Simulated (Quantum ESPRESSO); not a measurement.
**WS2: dielectric tensor and Born charges under several settings**

```
CELL_PARAMETERS angstrom
3.18352 0.00000 0.00000
-1.59176 2.75701 0.00000
0.00000 0.00000 16.95058
ATOMIC_POSITIONS crystal
W 0.00000 0.00000 0.00000
S 0.33333 0.66667 0.09200
S 0.33333 0.66667 0.90800
```

All runs used Quantum ESPRESSO 7.5; potentials PseudoDojo 0.4.1 SR LDA standard; given cell; no spin polarisation; cutoff 952 eV; occupations smeared at first, fixed for the response.

```csv
level,k mesh (s: shifted),ε∞ (diagonal),Born charge of atom 1 (e),sum of the Born charges (e)
LDA,6 × 6 × 1s,"6.07, 6.07, 1.43",-0.50,-0.05
LDA,8 × 8 × 2s,?,?,?
LDA,10 × 10 × 2s,"5.64, 5.64, 1.43",-0.43,0.00
```

Question: What stands in the row left open?

Answer: ε∞ 5.67, 5.67, 1.43; Born charge of atom 1 -0.43 e; sum of the Born charges -0.01 e.
